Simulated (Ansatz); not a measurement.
Method: Ansatz, DFT PBE, scalar-relativistic, plane waves, PAW. Settings: cutoff 420 eV, Γ-centred meshes spaced at most about 0.3 Å⁻¹ (2π included), Gaussian smearing. No spin polarisation.

Temperature and zero-point effects are left out.

Compare these two cells of AgCl, each relaxed at this level.

A.

```
CELL_PARAMETERS angstrom
0.00000 2.80596 2.80596
2.80596 0.00000 2.80596
2.80596 2.80596 0.00000
ATOMIC_POSITIONS crystal
Ag 0.00000 0.00000 0.00000
Cl 0.50000 0.50000 0.50000
```

B.

```
CELL_PARAMETERS angstrom
4.51486 0.00000 0.00000
-2.25743 3.90998 0.00000
0.00000 0.00000 5.97461
ATOMIC_POSITIONS crystal
Ag 0.33333 0.66667 0.75000
Ag 0.66667 0.33333 0.25000
Cl 0.66667 0.33333 0.75000
Cl 0.33333 0.66667 0.25000
```

Question: Which would you expect to be lower, and how large is the difference?

Answer: B is lower, by 14 meV/atom. A has the rock salt type, space group Fm-3m (No. 225), 22.1 Å³/atom and a gap of 0.92 eV on its mesh; B has space group P6_3/mmc (No. 194), 26.4 Å³/atom and a gap of 1.34 eV. Counting Cl atoms around Ag (those within 1.25 times the shortest such distance or 1.15 times the sum of covalent radii; a plus sign parts nearer from farther groups), A has Ag 6 and B has Ag 3+2. The lower one is the more open, so pressure narrows the difference. Origin: A, reached from a cell as deposited in COD, among other starts; B, invented, then shaken at random and relaxed again. The lowest form computed isn't among them: it has the zinc blende type, space group F-43m (No. 216), 27.8 Å³/atom and lies 11 meV/atom below the best shown. The higher one, A, is the form on record in the Crystallography Open Database, so temperature, pressure or the functional's error must bridge the margin. Checks on A: no imaginary mode on a 4×4×4 q mesh.

Kohn–Sham gaps at this level usually fall short of measured ones. Cells relaxed within their symmetry can be saddle points. Some structure types and database cells were kept out of the candidates from the start, so a known form may be missing.
